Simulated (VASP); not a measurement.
Here is a VASP 6.6.1 calculation.

The input INCAR:

```
ALGO = Normal ; EDIFF = 1E-6
ENCUT = 520 ; GGA = PE
ISIF = 2 ; ISMEAR = 0
LASPH = T ; LCHARG = T
LELF = T ; LREAL = F
LVHAR = T ; LWAVE = F
NELM = 80 ; PREC = Accurate
SIGMA = 0.020999999999999998
```

The input KPOINTS:

```
k-points
0
Gamma
  11 11 6
```

File POSCAR:

```
Os
1.0
    2.7341000000      0.0000000000      0.0000000000
   -1.3670500000      2.3678000565      0.0000000000
    0.0000000000      0.0000000000      4.3197000000
Os
2
Direct
    0.6666666667      0.3333333333      0.7500000000
    0.3333333333      0.6666666667      0.2500000000
```

Potentials or basis: VASP PAW PBE potentials, release 64 (Os).

Launch:

```console
$ cat potpaw_PBE.64/Os/POTCAR > POTCAR
$ mpirun -np 1 vasp_std > vasp.out
```

Problem. What does it give for the pressure?

Solution. 8.8 GPa.

Problem. What does it give for the band gap on the k mesh?

Solution. None (metal or under the smearing width).

Stress tensor (GPa, compression positive):
```
8.70 0.00 0.00
0.00 8.70 0.00
0.00 0.00 8.99
```

Spin-orbit coupling is left out, which matters for the levels of Os.
